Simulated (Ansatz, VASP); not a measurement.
**PbF2: VASP beside Ansatz**

The input INCAR:

```
SYSTEM = PbF2
PREC = Accurate
ENCUT = 520
EDIFF = 1E-6
ISMEAR = 0
SIGMA = 0.05
LREAL = .False.
LASPH = .True.
NELM = 60
ALGO = Normal
ISIF = 2
LWAVE = .False.
LCHARG = .True.
GGA = PE
LELF = .True.
LVHAR = .True.
NBANDS = 21
```

Contents of KPOINTS:

```
Automatic mesh
0
Gamma
  8 8 8
  0 0 0
```

POSCAR

```
PbF2
1.0
    0.0000000000      2.9253022500      3.0589455000
    2.9253022500      0.0000000000      3.0589455000
    2.9253022500      2.9253022500      0.0000000000
Pb F
1 2
Direct
    0.0000000000      0.0000000000      0.0000000000
    0.2500000000      0.2500000000      0.2500000000
    0.7500000000      0.7500000000      0.7500000000
```

Input for Ansatz:

```yaml
crystal:
  lattice:
    - [0.0, 2.92530225, 3.0589455]
    - [2.92530225, 0.0, 3.0589455]
    - [2.92530225, 2.92530225, 0.0]
  atoms:
    - { symbol: Pb, position: [0.0, 0.0, 0.0] }
    - { symbol: F, position: [0.25, 0.25, 0.25] }
    - { symbol: F, position: [0.75, 0.75, 0.75] }
basis:
  ecutwfc: 420
kpoints:
  mp_grid: { grid: [8, 8, 8] }
hamiltonian:
  xc: pbe
scf:
  occupations: { method: gaussian, width: 0.05 }
output:
  forces: true
  stress: true
  eigenvalues: true
```

Change from the starting cell: strain -0.015 along x and y, +0.030 along z, atoms carried along.

Alike in both runs: task single point; functional PBE; k mesh 8 × 8 × 8; occupations gaussian, width 0.05 eV; no spin polarisation.

```csv
,VASP,Ansatz
version,VASP 6.6.1,Ansatz 0.2.0
potentials or method,"VASP PAW PBE potentials, release 64 (Pb_d, F)","scalar-relativistic, plane waves, PAW"
plane-wave cutoff (eV),520,420
valence electrons in the cell,28,28
```

Ansatz gave:

```
gap on the k mesh at the Fermi level (eV)       : 4.30
least direct gap on the mesh (eV)               : 4.51
pressure (GPa)                                  : 2.2
largest component of the traceless stress (GPa) : 1.59
```

Question: Estimate VASP's values.

Answer: gap on the k mesh at the Fermi level (eV): 4.30; least direct gap on the mesh (eV): 4.51; pressure (GPa): 2.0; largest component of the traceless stress (GPa): 1.60.

Caveats: spin-orbit coupling is left out, which as a rule narrows the gap of such compounds by several tenths of an eV. A k mesh can miss the band edges.
